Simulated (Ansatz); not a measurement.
Runs of Ansatz 0.2.0 on ZnSe (Stilleite). It takes space group F-43m (No. 216, cubic). The conventional cell has a = 5.668 Å, b = 5.668 Å, c = 5.668 Å, α = 90.00°, β = 90.00°, γ = 90.00°. Se (site symmetry -43m) has 4 Zn at 2.45 Å as nearest neighbours. Zn (site symmetry -43m) has 4 Se at 2.45 Å as nearest neighbours. 

```csv
task,level,potentials or basis,spin,cell,k mesh,cutoff (eV),smearing,points for each segment of the path,other keys,gap on the mesh (eV),pressure (GPa),moment (μB)
electron localisation function,r2SCAN+rVV10,Ansatz PAW,"non-collinear, ferromagnetic start, SOC",as given,8 × 8 × 8,500,fermi-dirac 0.025 eV,-,-,1.70,(b),0.00
band structure,RPBE,Ansatz PAW,"non-collinear, program default start",as given,8 × 8 × 8,420,fixed,14,-,1.45,4.4,0.00
electrostatic potential,revPBE+D4,PseudoDojo standard (PBE files),"SOC, no magnetisation",volume scaled by 0.92,10 × 10 × 10,1170,tetrahedron,-,scf.algorithm = density_mixing; kpoints.mp_grid.grid = 10 × 10 × 10; …,1.64,5.9,-
ladder of functionals,LDA,Ansatz PAW,off,as given,8 × 8 × 8,420,fixed,-,hamiltonian.xc = lda; basis.ecutrho_ratio = 6,1.03,(a),-
relaxation of cell and atoms,BPBE+D3(BJ),Ansatz PAW earlier set,off,relaxed,8 × 8 × 8,800,gaussian 0.01 eV,-,-,1.53,0.0,-
projected density of states,LDA,Ansatz PAW,"collinear, ferromagnetic start",volume scaled by 1.08,8 × 8 × 8,420,fermi-dirac 0.025 eV,-,-,0.74,-6.9,0.00
Born charges and dielectric tensor,exchange-only PBE,JTH PAW,off,volume scaled by 0.8,8 × 8 × 8,1080,fixed,-,-,2.34,-,-
```

Fill in the values left out.

(a) -3.4; (b) -1.0.

Caveats: the PAW data sets come from PBE, with cores solved anew for the run's functional, which leaves a small shift of forces and pressure (some runs); the starting moments weren't kept (some runs); the potentials were made for another functional, which shifts forces and pressure (some runs); with tetrahedron occupations forces and stress needn't match the slope of the energy (some runs); the plane-wave basis is chosen anew once the cell has moved, so the energies of steps on either side of that aren't comparable (some runs); the dispersion damping was fitted for another functional or another form of the correction (some runs).

A k mesh can miss the band edges, and rows without SOC leave out spin-orbit coupling on Se.

The runs don't all hold the same shells in valence.
